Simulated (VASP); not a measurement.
Runs of VASP 6.6.1 on SnO2 (Cassiterite). The structure is tetragonal, space group P4_2/mnm (No. 136). Conventional cell: a = 4.738 Å, b = 4.738 Å, c = 3.187 Å, α = 90.00°, β = 90.00°, γ = 90.00°. Around Sn (site symmetry mmm) lie 6 O at 2.05 to 2.06 Å. Around O (site symmetry m2m) lie 3 Sn at 2.05 to 2.06 Å. 

| task | level | potentials or basis | spin | cell | k mesh | cutoff (eV) | smearing | gap on the mesh (eV) | pressure (GPa) | relaxed volume (Å³/atom) | largest force (eV/Å) |
| --- | --- | --- | --- | --- | --- | --- | --- | --- | --- | --- | --- |
| band structure | PBE | VASP PAW PBE potentials, release 64 (Sn_d, O) | SOC, no magnetisation | as given | 5 × 5 × 6 | 520 | fermi-dirac 0.05 eV | - | 11.8 | - | 0.29 |
| relaxation of cell and atoms | PBEsol | VASP PAW PBE potentials, release 64 (Sn_d, O) | off | relaxed | 6 × 6 × 8 | 600 | fermi-dirac 0.05 eV | 0.88 | 0.0 | 12.21 | 0.02 |
| band structure | PBE | VASP PAW PBE potentials, release 64 (Sn_d, O) | off | as given | 6 × 6 × 8 | 520 | fermi-dirac 0.05 eV | 1.27 | - | - | - |
| band structure | PBEsol | VASP PAW PBE potentials, release 64 (Sn_d, O) | off | as given | 6 × 6 × 8 | 520 | fermi-dirac 0.05 eV | 1.18 | - | - | - |
| relaxation of cell and atoms | PBE | VASP PAW PBE potentials, release 64 (Sn_d, O) | off | relaxed | 6 × 6 × 8 | 600 | fermi-dirac 0.05 eV | 0.64 | 0.0 | 12.61 | - |
| band structure | LDA | VASP PAW LDA potentials, release 64 (Sn_d, O) | off | as given | 6 × 6 × 8 | 520 | fermi-dirac 0.05 eV | 1.17 | (a) | - | 0.18 |
| single point | PBE | VASP PAW PBE potentials, release 64 (Sn_d, O) | off | as given | 6 × 6 × 8 | 520 | gaussian 0.011 eV | 1.27 | 11.8 | - | 0.29 |
| relaxation of cell and atoms | LDA | VASP PAW LDA potentials, release 64 (Sn_d, O) | off | relaxed | 6 × 6 × 8 | 600 | fermi-dirac 0.05 eV | 1.15 | 0.0 | (b) | - |

Question: Fill in the values left out.

Answer: (a) 0.3; (b) 11.90.

Caveats: spin-orbit coupling is left out, which moves the levels of the heavy elements (some runs); the PAW data sets were made with another functional, which shifts forces and pressure a little (some runs).

A k mesh can miss the band edges, and rows without SOC leave out spin-orbit coupling on Sn.
